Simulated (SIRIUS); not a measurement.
# SiO2 in SIRIUS: the effect of potentials

Crystal: SiO2.

```xyz
9
Lattice="5.0605 0.0000 0.0000 -2.5303 4.3825 0.0000 0.0000 0.0000 5.5414" Properties=species:S:1:pos:R:3 pbc="T T T"
Si    2.5303    0.0000    0.0000
Si    1.2651    2.1913    3.6942
Si   -1.2651    2.1913    1.8471
O    -0.9468    3.4683    0.9236
O     0.0000    1.8284    2.7707
O     1.5835    0.9142    4.6178
O     3.4770    0.9142    0.9236
O     2.5303    2.5541    2.7707
O     0.9468    3.4683    4.6178
```

The cell comes from a database or a generator and needn't be the stable form of this composition.

Alike in all runs:

| Quantity | Value |
| --- | --- |
| Program | SIRIUS 7.10.0 |
| Task | single point |
| Functional | PBE |
| k mesh | 3 × 3 × 3 |
| Occupations | fermi-dirac, width 0.05 eV |
| Spin | no spin polarisation |

```tsv
potentials	cutoff	gap on the mesh (eV)	pressure (GPa)	largest force (eV/Å)
PseudoDojo 0.4.1 PBE standard (scalar relativistic)	1152 eV	5.77	4.5	0.21
PseudoDojo 0.5 PBE stringent (scalar relativistic)	1254 eV	5.76	4.8	0.23
in-house norm-conserving set, PBE (scalar relativistic)	1254 eV	5.74	5.1	0.24
PseudoDojo 0.5 PBE standard (scalar relativistic)	1152 eV	5.77	4.5	0.21
JTH 2.0 PBE (PAW)	611 eV	?	?	?
SG15 1.2 PBE (norm-conserving)	1152 eV	5.78	6.1	0.28
SPMS 1.0 PBE (norm-conserving)	1152 eV	5.77	4.5	0.21
```

Q: What does the run with potentials JTH 2.0 PBE (PAW) give?

A: gap on the mesh 5.72 eV; pressure 3.2 GPa; largest force 0.14 eV/Å.

Caveats: all runs use coarse meshes; an odd mesh through Γ misses points on the zone boundary, where band edges often lie.
